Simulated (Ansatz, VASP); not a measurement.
One calculation of SnSe2, two programs

```xyz
3
Lattice="3.8612 0.0000 0.0000 -1.9306 3.3439 0.0000 0.0000 0.0000 6.2167" Properties=species:S:1:pos:R:3 pbc="T T T"
Sn    0.0000    0.0000    0.0000
Se    1.9306    1.1146    4.6688
Se    0.0000    2.2292    1.5480
```

Change from the starting cell: volume scaled by 1.04.

Alike in both runs: task single point; functional PBEsol; k mesh 8 × 8 × 5; occupations fermi-dirac, width 0.05 eV; no spin polarisation.

```csv
,VASP,Ansatz
version,VASP 6.6.1,Ansatz 0.2.0
potentials or method,"VASP PAW PBE potentials, release 64 (Sn_d, Se)",Ansatz PAW
plane-wave cutoff (eV),520,420
valence electrons in the cell,26,46
```

VASP gave:

```
gap on the k mesh at the Fermi level (eV)       : 0.68
least direct gap on the mesh (eV)               : 0.84
pressure (GPa)                                  : -0.1
largest component of the traceless stress (GPa) : 1.28
rms of the force components (eV/Å)              : 0.119
```

What did Ansatz give for the same quantities?

gap on the k mesh at the Fermi level (eV): 0.69; least direct gap on the mesh (eV): 0.85; pressure (GPa): -0.2; largest component of the traceless stress (GPa): 1.28; rms of the force components (eV/Å): 0.110.

Atom by atom the forces differ by 0.009 eV/Å (rms over components). The two sets of potentials don't hold the same shells in valence.

Caveats: spin-orbit coupling is left out, which moves the levels of the heavy elements; this functional lacks dispersion, which binds the layers, so the pressure and a relaxed spacing across them are unreliable; the PAW data sets were made with another functional, which shifts forces and pressure a little (VASP); an odd mesh through Γ misses points on the zone boundary, where band edges often lie (VASP); odd divisions of the mesh miss points on the zone boundary, where band edges often lie, so the gap on the mesh can be too wide (Ansatz); the PAW data sets come from PBE, with cores solved anew for the run's functional, which leaves a small shift of forces and pressure (Ansatz).
